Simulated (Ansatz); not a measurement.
**Zr: response to strain**

Aim: deform Zr (zz strain of +3 %) and compute stress, forces and field gradients with LAPW, PAW and all-electron datasets made for the crystal.

Computed with Ansatz 0.2.0 (DFT PBE, scalar-relativistic, unless a step's input says otherwise).

## (1) The starting structure

It takes space group P6_3/mmc (No. 194, hexagonal). The conventional cell has a = 3.232 Å, b = 3.232 Å, c = 5.147 Å, α = 90.00°, β = 90.00°, γ = 120.00°. Zr (site symmetry -6m2) is surrounded by 12 Zr at 3.18 to 3.23 Å.

Coordinates:

```xyz
2
Lattice="3.2320 0.0000 0.0000 -1.6160 2.7990 0.0000 0.0000 0.0000 5.1470" Properties=species:S:1:pos:R:3 pbc="T T T"
Zr    0.0000    1.8660    1.2868
Zr    1.6160    0.9330    3.8603
```

Atoms are numbered in the order of the input: Zr1, Zr2.

## (2) After the deformation

Space group P6_3/mmc before, P6_3/mmc after.

## (3) Full-potential LAPW

input.yaml reads:

```yaml
crystal:
  lattice:
    - [3.2319982225, 0.0, 0.0]
    - [-1.6159991112, 2.7989925656, 0.0]
    - [0.0, 0.0, 5.30141]
  atoms:
    - { symbol: Zr, position: [0.3333333333, 0.6666666667, 0.25] }
    - { symbol: Zr, position: [0.6666666667, 0.3333333333, 0.75] }
kpoints:
  mp_grid: { grid: [13, 13, 7] }
  band_path:
    path:
      - [0.0, 0.0, 0.0]
      - [0.5, 0.0, 0.0]
      - [0.3333333333, 0.3333333333, 0.0]
      - [0.0, 0.0, 0.0]
      - [0.0, 0.0, 0.5]
      - [0.5, 0.0, 0.5]
      - [0.3333333333, 0.3333333333, 0.5]
      - [0.0, 0.0, 0.5]
      - [0.5, 0.0, 0.5]
    npoints: 5
scf:
  occupations: { method: fermi_dirac, width: 0.08 }
hamiltonian:
  xc: pbe
  pseudopotentials: { kind: all_electron, lapw: { basis_error: 0.001 } }
output:
  forces: true
  stress: true
  eigenvalues: true
```

Run with:

```bash
$ ansatz run input.yaml --threads 1 --pin off --max-ram 3072MiB --backend cpu --events-out ev --progress --plain --runs-dir out
```

## (4) Frozen-core PAW

input.yaml reads:

```yaml
crystal:
  lattice:
    - [3.2319982225, 0.0, 0.0]
    - [-1.6159991112, 2.7989925656, 0.0]
    - [0.0, 0.0, 5.30141]
  atoms:
    - { symbol: Zr, position: [0.3333333333, 0.6666666667, 0.25] }
    - { symbol: Zr, position: [0.6666666667, 0.3333333333, 0.75] }
kpoints:
  mp_grid: { grid: [13, 13, 7] }
scf:
  occupations: { method: fermi_dirac, width: 0.08 }
hamiltonian:
  xc: pbe
  pseudopotentials: { kind: paw }
output:
  forces: true
  stress: true
  eigenvalues: true
  efg: { contact_densities: true }
```

## (5) Datasets made for this crystal

Edit input.yaml of step 4 so:

```diff
@@ -14,3 +14,3 @@
   xc: pbe
-  pseudopotentials: { kind: paw }
+  pseudopotentials: { kind: all_electron, datasets: crystal }
 output:
```

(Steps that only read results are left out.)

**Question.** What will these runs give? Wanted: pressure; largest shear or deviatoric stress.

As calculated:

| quantity | value |
| --- | --- |
| pressure | LAPW -2.28, PAW -2.30, crystal datasets -2.28 GPa |
| largest shear or deviatoric stress (LAPW) | 1.35 GPa |

The largest part of the stress beyond the pressure is 1.35 GPa in size, in the zz component; the atoms are carried along and not relaxed. No run of the undeformed cell stands beside it, so the pressure holds what the given cell had before the change. PAW: stress within 0.02 GPa of LAPW. Crystal datasets: stress within 0.01 GPa of LAPW.
